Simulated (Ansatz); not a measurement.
**MgF2 (P4_2/mnm) under strain**

MgF2 (P4_2/mnm) from a database structure, relaxed with r2SCAN in the PAW code Ansatz. Space group P4_2/mnm (No. 136), tetragonal; conventional cell a = 4.622 Å, c = 3.046 Å, 10.85 Å³ an atom. Around Mg lie 6 F at 1.98–1.99 Å; around F lie 3 Mg at 1.98–1.99 Å.

The axes x, y and z are those of this cell:
```
CELL_PARAMETERS angstrom
4.62190 0.00000 0.00000
0.00000 4.62209 0.00000
0.00000 0.00000 3.04615
ATOMIC_POSITIONS crystal
Mg 0.50000 0.50000 0.50000
Mg 0.00000 0.00000 0.00000
F 0.80291 0.19701 0.50000
F 0.19709 0.80299 0.50000
F 0.30291 0.30299 0.00000
F 0.69709 0.69701 0.00000
```

Unstrained: PBE gives a direct gap of 7.159 eV at Γ. The r2SCAN gap is direct at Γ: 8.070 eV. The HSE06 gap is direct at Γ: 9.471 eV. Meshes: PBE 6×6×8, r2SCAN 6×6×8, HSE06 4×4×6. Strains are changes of length per length. After each strain the atoms were relaxed again with r2SCAN within the symmetry that the strain leaves, so tilts or polar shifts that break it weren't tested; points keep the names that they have in the unstrained zone. No spin polarisation and no zero-point or thermal motion.

Changes of the least gap in eV (an overlap counts as a negative gap):
```csv
strain,volume change (%),space group,PBE,r2SCAN,HSE06,"energy rise, r2SCAN (meV/atom)"
isotropic -3.72 % on every length,-10.7,P4_2/mnm,+0.826,+0.848,+0.873,50.4
uniaxial -0.87 % along y,-0.9,Pnnm,+0.055,+0.057,+0.058,0.4
"epitaxial -4.15 % in the xy plane, free normal strain +3.02 %",-5.4,P4_2/mnm,+0.284,+0.283,+0.295,24.9
```

Isotropic -3.72 % on every length. HSE06: the gap goes from 9.471 to 10.344 eV (+0.873 eV). Stress change with r2SCAN, compression positive: xx +14.95, yy +14.95, zz +16.10 GPa. For HSE06, dE_g/d ln V = -7.7 eV over this step.

Uniaxial -0.87 % along y, other directions held. HSE06: the gap goes from 9.471 to 9.529 eV (+0.058 eV). Stress change with r2SCAN, compression positive: xx +0.86, yy +1.26, zz +0.58 GPa.

Epitaxial -4.15 % in the xy plane, free normal strain +3.02 %. HSE06: the gap goes from 9.471 to 9.766 eV (+0.295 eV). Stress change with r2SCAN, compression positive: xx +9.32, yy +9.32, zz 0.00 GPa.

The meshes of the hybrids are coarse, so their gaps aren't converged to the digits shown.
